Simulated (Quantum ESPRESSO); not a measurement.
Set up this calculation in Quantum ESPRESSO 7.5, as the native input.

```yaml
Task: band structure
Functional: LDA
Potentials_or_basis: PseudoDojo 0.4.1 SR LDA standard
Cutoff: 1170 eV
Density_cutoff: 4680 eV
k_mesh: 8 × 8 × 5
Occupations: fermi-dirac, width 0.05 eV
Spin: no spin polarisation
Form_of_the_LDA_correlation: PW92
Mixing_beta: 0.5
Most_SCF_iterations: 120
SCF_threshold: 6e-10 Ry
```

The system is ZrSe2.

```
Zr Se
1.0
     3.79800    0.00000    0.00000
    -1.89900    3.28916    0.00000
     0.00000    0.00000    6.19200
Zr Se
1 2
Cartesian
  0.0000 0.0000 0.0000
  1.8990 1.0964 4.6440
  0.0000 2.1928 1.5480
```

One way to write it, as run:

pw.in

```
&CONTROL
  calculation = 'scf'
  prefix = 'pwscf'
  outdir = './tmp'
  pseudo_dir = './pseudo'
  tprnfor = .true.
  tstress = .true.
  disk_io = 'low'
/
&SYSTEM
  ibrav = 0
  nat = 3
  ntyp = 2
  ecutwfc = 86
  nbnd = 31
  occupations = 'smearing'
  smearing = 'fd'
  degauss = 0.00367493
/
&ELECTRONS
  conv_thr = 6d-10
  electron_maxstep = 120
  mixing_beta = 0.5
/
ATOMIC_SPECIES
Zr    91.2240 Zr.upf
Se    78.9710 Se.upf
CELL_PARAMETERS bohr
   7.1771798213    0.0000000000    0.0000000000
  -3.5885899107    6.2156200529    0.0000000000
   0.0000000000    0.0000000000   11.7011841637
ATOMIC_POSITIONS bohr
Zr     0.0000000000    0.0000000000    0.0000000000
Se     3.5885899110    2.0718733507    8.7758881228
Se    -0.0000000004    4.1437467021    2.9252960409
K_POINTS automatic
8 8 5 0 0 0
```

bands.in

```
&CONTROL
  calculation = 'bands'
  prefix = 'pwscf'
  outdir = './tmp'
  pseudo_dir = './pseudo'
  disk_io = 'low'
  verbosity = 'high'
/
&SYSTEM
  ibrav = 0
  nat = 3
  ntyp = 2
  ecutwfc = 86
  nbnd = 31
  occupations = 'smearing'
  smearing = 'fd'
  degauss = 0.00367493
/
&ELECTRONS
  conv_thr = 1d-08
  electron_maxstep = 120
  mixing_beta = 0.5
  diago_full_acc = .true.
/
ATOMIC_SPECIES
Zr    91.2240 Zr.upf
Se    78.9710 Se.upf
CELL_PARAMETERS bohr
   7.1771798213    0.0000000000    0.0000000000
  -3.5885899107    6.2156200529    0.0000000000
   0.0000000000    0.0000000000   11.7011841637
ATOMIC_POSITIONS bohr
Zr     0.0000000000    0.0000000000    0.0000000000
Se     3.5885899110    2.0718733507    8.7758881228
Se    -0.0000000004    4.1437467021    2.9252960409
K_POINTS crystal
60
 0.0000000000  0.0000000000  0.0000000000 1
 0.0625000000  0.0000000000  0.0000000000 1
 0.1250000000  0.0000000000  0.0000000000 1
 0.1875000000  0.0000000000  0.0000000000 1
 0.2500000000  0.0000000000  0.0000000000 1
 0.3125000000  0.0000000000  0.0000000000 1
 0.3750000000  0.0000000000  0.0000000000 1
 0.4375000000  0.0000000000  0.0000000000 1
 0.5000000000  0.0000000000  0.0000000000 1
 0.4583333333  0.0833333333  0.0000000000 1
 0.4166666667  0.1666666667  0.0000000000 1
 0.3750000000  0.2500000000  0.0000000000 1
 0.3333333333  0.3333333333  0.0000000000 1
 0.2962962963  0.2962962963  0.0000000000 1
 0.2592592593  0.2592592593  0.0000000000 1
 0.2222222222  0.2222222222  0.0000000000 1
 0.1851851852  0.1851851852  0.0000000000 1
 0.1481481481  0.1481481481  0.0000000000 1
 0.1111111111  0.1111111111  0.0000000000 1
 0.0740740741  0.0740740741  0.0000000000 1
 0.0370370370  0.0370370370  0.0000000000 1
 0.0000000000  0.0000000000  0.0000000000 1
 0.0000000000  0.0000000000  0.1250000000 1
 0.0000000000  0.0000000000  0.2500000000 1
 0.0000000000  0.0000000000  0.3750000000 1
 0.0000000000  0.0000000000  0.5000000000 1
 0.0625000000  0.0000000000  0.5000000000 1
 0.1250000000  0.0000000000  0.5000000000 1
 0.1875000000  0.0000000000  0.5000000000 1
 0.2500000000  0.0000000000  0.5000000000 1
 0.3125000000  0.0000000000  0.5000000000 1
 0.3750000000  0.0000000000  0.5000000000 1
 0.4375000000  0.0000000000  0.5000000000 1
 0.5000000000  0.0000000000  0.5000000000 1
 0.4666666667  0.0666666667  0.5000000000 1
 0.4333333333  0.1333333333  0.5000000000 1
 0.4000000000  0.2000000000  0.5000000000 1
 0.3666666667  0.2666666667  0.5000000000 1
 0.3333333333  0.3333333333  0.5000000000 1
 0.3000000000  0.3000000000  0.5000000000 1
 0.2666666667  0.2666666667  0.5000000000 1
 0.2333333333  0.2333333333  0.5000000000 1
 0.2000000000  0.2000000000  0.5000000000 1
 0.1666666667  0.1666666667  0.5000000000 1
 0.1333333333  0.1333333333  0.5000000000 1
 0.1000000000  0.1000000000  0.5000000000 1
 0.0666666667  0.0666666667  0.5000000000 1
 0.0333333333  0.0333333333  0.5000000000 1
 0.0000000000  0.0000000000  0.5000000000 1
 0.5000000000  0.0000000000  0.5000000000 1
 0.5000000000  0.0000000000  0.4000000000 1
 0.5000000000  0.0000000000  0.3000000000 1
 0.5000000000  0.0000000000  0.2000000000 1
 0.5000000000  0.0000000000  0.1000000000 1
 0.5000000000  0.0000000000  0.0000000000 1
 0.3333333333  0.3333333333  0.0000000000 1
 0.3333333333  0.3333333333  0.1250000000 1
 0.3333333333  0.3333333333  0.2500000000 1
 0.3333333333  0.3333333333  0.3750000000 1
 0.3333333333  0.3333333333  0.5000000000 1
```

Potentials or basis: PseudoDojo 0.4.1 SR LDA standard.

The run is started by

```sh
$ OMP_NUM_THREADS=1 pw.x -in pw.in > pw.out
$ OMP_NUM_THREADS=1 pw.x -in bands.in > bands.out
```

Results of the run:

| Quantity | Value |
| --- | --- |
| Pressure | -3.1 GPa |
| Largest force | 0.078 eV/Å |
| Band gap on the k mesh | 0.33 eV, indirect (least direct gap 0.97 eV) |
| Band gap along the path | 0.28 eV, indirect (least direct gap 0.97 eV) |

Wall time 3.4 min on 1 thread of Intel(R) Xeon(R) Platinum 8488C (Sapphire Rapids), on a shared host, peak memory 0.25 GiB.
